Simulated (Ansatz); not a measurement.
# TaC: is the k mesh converged?

TaC in the rock-salt structure, in a typed cell, not relaxed.

```yaml
# lattice in Å, fractional positions
crystal:
  lattice:
    - [0.00000, 2.24000, 2.24000]
    - [2.24000, 0.00000, 2.24000]
    - [2.24000, 2.24000, 0.00000]
  atoms:
    - { symbol: Ta, position: [0.00000, 0.00000, 0.00000] }
    - { symbol: C, position: [0.50000, 0.50000, 0.50000] }
```

Method (Ansatz, development build): PBE; all-electron PAW datasets (no frozen core) at 520 eV; k mesh 8×8×8; Fermi–Dirac smearing of 0.1 eV; no spin. Harmonic phonons by finite displacements in cells commensurate with each q, frequencies in cm⁻¹, imaginary ones marked i; at Γ the three translations are left out and no LO–TO term is added.

Caveats: coarse k mesh.

At 11.24 Å³ an atom it gives top Γ mode (cm⁻¹) 538; lowest mode at X = [0.5, 0, 0.5] (cm⁻¹) 146; top mode at X = [0.5, 0, 0.5] (cm⁻¹) 610.

Task: Repeat on 12×12×12. Do the numbers hold?

Result: 
```csv
k mesh,cutoff (eV),volume (Å³/atom),top Γ mode (cm⁻¹),"lowest mode at X = [0.5, 0, 0.5] (cm⁻¹)","top mode at X = [0.5, 0, 0.5] (cm⁻¹)"
12×12×12,520,11.24,537,146,605
```

These numbers hold within 1 %, but another mode of these runs, not in the table, moves by 28 cm⁻¹.
